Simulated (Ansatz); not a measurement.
An Ansatz input:

```yaml
crystal:
  lattice:
    - [4.0221296203, 0.0, 0.0]
    - [-2.0110648101, 3.4832664285, 0.0]
    - [0.0, 0.0, 4.2857612802]
  atoms:
    - { symbol: Te, position: [0.3333333333, 0.6666666667, 0.25] }
    - { symbol: Te, position: [0.6666666667, 0.3333333333, 0.75] }
hamiltonian:
  xc: rpbe
  pseudopotentials:
    kind: paw
    azcp:
      Te: "pseudopotentials/Te.paw.azcp"
basis:
  ecutwfc: 420
  fft_grid_basis: typed
kpoints:
  mp_grid: { grid: [10, 10, 8], shift: [0, 0, 0] }
magnetization:
  spin_polarized: false
scf:
  occupations: { method: fermi_dirac, width: 0.1 }
  lower_state_search: "off"
output:
  stress: true
  write_density: true
  write_potential: true
  elf: true
  volumetric_format: npy
```

Output

```
Engine: ansatz 0.2.0, aarch64-unknown-linux-gnu
Pseudopotentials: kind: paw
Pseudopotential: Te, paw, valence charge 16, recommended cutoff 420 eV (normal) 
Functional definition: RPBE
  parameter kappa = 0.804
  parameter beta = 0.06672455060314922
  exchange = rpbe_x(kappa = kappa, mu = beta*pi^2/3)
  correlation = pbe_c(beta = beta)
Crystal: 2 atoms, lattice volume = 60.044 Å³
Basis set: ecut = 420 eV, 1179 PW (Γ)
Bands: 20, of which v1, the nominal top of the filled ones, is band 16 counted from 1 (15 counted from 0)
Symmetry: 24 space group operations
Space group: P63/mmc (ITA 194), of the structure as read, at distance tolerance 3.9e-5 Å
k-points: 70 of 800
Non-local potential: Te, projectors of the file, l = 0: 2, l = 1: 2, l = 2: 2, l = 3: 2
PAW form: soft (Blöchl's): semilocal exchange-correlation on the pseudo side does not see the compensation charge
PAW frozen core: Te, regenerated for the run's functional, and the local potential with it (the file was generated under x = pbe(κ = 0.804, μ = 0.2195149727645171), c = pbe(β = 0.06672455060314922))
PAW one-centre angular grid: Te, 590 points (default); XC on 64 Gauss nodes
Initial density: superposition of atomic densities (neutral atoms: chi_scale 0, normalization atom), corrected by the library's trained network
Initial wavefunctions: pseudopotential atomic-orbital guess
Functional: x = rpbe, c = pbe(β = 0.06672455060314922)
SCF iter   1: F=—  HF=-13977.185873 eV  |F-HF|=—  |Δ(HF+E_count)|=         —  Δρ=2.45e-3  dr2=1.63e-3  ethr=1.77e-3  ⟨swp⟩=5.8  Hψ=6896  notcnv=0
SCF iter   2: F=—  HF=-13977.185754 eV  |F-HF|=—  |Δ(HF+E_count)|=   1.20e-4  Δρ=1.44e-3  dr2=6.21e-4  ethr=5.09e-6  ⟨swp⟩=2.1  Hψ=3077  notcnv=0
SCF iter   3: F=—  HF=-13977.186768 eV  |F-HF|=—  |Δ(HF+E_count)|=   1.01e-3  Δρ=5.55e-4  dr2=1.20e-4  ethr=1.94e-6  ⟨swp⟩=2.0  Hψ=1827  notcnv=0
SCF iter   4: F=—  HF=-13977.186964 eV  |F-HF|=—  |Δ(HF+E_count)|=   1.96e-4  Δρ=1.01e-4  dr2=1.04e-5  ethr=3.74e-7  ⟨swp⟩=2.0  Hψ=1835  notcnv=0
SCF iter   5: F=—  HF=-13977.186972 eV  |F-HF|=—  |Δ(HF+E_count)|=   8.58e-6  Δρ=2.47e-5  dr2=6.66e-7  ethr=3.24e-8  ⟨swp⟩=2.0  Hψ=1833  notcnv=0
SCF iter   6: F=-13977.186973 eV  HF=-13977.186973 eV  |F-HF|=2.47e-8  |Δ(HF+E_count)|=   4.72e-7  Δρ=7.39e-6  dr2=4.24e-8  ethr=3.13e-10  ⟨swp⟩=11.7  Hψ=11144  notcnv=0
SCF 1 converged in 6 iterations: F = -13977.186973 eV  dr2 = 4.24e-8
SCF converged after 6 iterations
Free energy (F): -13977.186973 eV
Harris-Foulkes:  -13977.186973 eV  (|F-HF|=2.47e-8)
Internal energy: -13977.151092 eV  (E = F + TS)
E sigma→0 (E₀):  -13977.169032 eV
Entropy (-TS):   -0.035881 eV (-17.940 meV/atom)
Fermi energy:    10.684088 eV
--- Per-component energies (eV) ---
  E_band       = -475.365166
  E_kinetic    = 360.510769
  E_local      = -2250.676991  (includes V_loc(G=0)·N_el)
  E_nonlocal   = -623.025003
  E_hartree    = 1501.389625
  E_xc         = -248.876162
  E_vxc        = -208.006802  (∫ρ·V_xc dr)
  E_paw        = -9341.295600  (= ΣΔE_a)
  E_vpaw       = -756.937413  (= ΣTr[D̂ρ^β])
  E_aug_tail   = -0.000279  (compensation charges beyond the density's cutoff)
  E_ewald      = -3375.099482
  E_core_change = -0.077969  (= ΣΔE_core)
  E_smearing   = -0.035881  (= −TS)
  E_closure    = -0.000000  (closes the sum)
  Σ components = -13977.186973   (vs F -13977.186973, Δ=0.00e0)
--- Stress (GPa, compression-positive) ---
        3.556037      -0.000000       0.000000
       -0.000000       3.556037       0.000000
        0.000000       0.000000       5.842754
  P = ⅓ Tr σ = 4.3183 GPa (43.183 kbar)
--- Band table (eV; the first three rows and the last of 70) ---
  k-point 0: bands = ["-26.7796", "-26.7711", "-26.7711", "-26.7470", "-26.7060", "-26.7060", "-26.6919", "-26.6919", "-26.6888", "-26.6888", "-3.3417", "2.2153", "6.0433", "8.6044", "8.6044", "11.5232", "11.5232", "13.6443", "14.1780", "16.5758"]
  k-point 1: bands = ["-26.7781", "-26.7701", "-26.7701", "-26.7480", "-26.7138", "-26.7138", "-26.6875", "-26.6875", "-26.6864", "-26.6864", "-3.2225", "1.6882", "6.5762", "8.7132", "8.7132", "11.4542", "11.4542", "13.6760", "13.9945", "16.7318"]
  k-point 2: bands = ["-26.7740", "-26.7668", "-26.7668", "-26.7510", "-26.7269", "-26.7269", "-26.6841", "-26.6841", "-26.6802", "-26.6802", "-2.8667", "0.6228", "7.6624", "9.0304", "9.0304", "11.2079", "11.2079", "12.5675", "15.0292", "16.9826"]
  k-point 69: bands = ["-26.7641", "-26.7641", "-26.7433", "-26.7433", "-26.7359", "-26.7359", "-26.6884", "-26.6884", "-26.6843", "-26.6843", "-0.2377", "-0.2377", "5.0548", "5.0548", "7.4252", "7.4252", "13.9222", "13.9222", "18.5558", "18.5558"]
```

Command:

```sh
ansatz run input.yaml --threads 2 --pin off --max-ram 5120MiB --backend cpu --events-out ev --progress --plain --runs-dir out
```

On 2 threads of Arm Neoverse V1 (shared host) this took about 2.9 s of wall time and 5.6 s of CPU time.
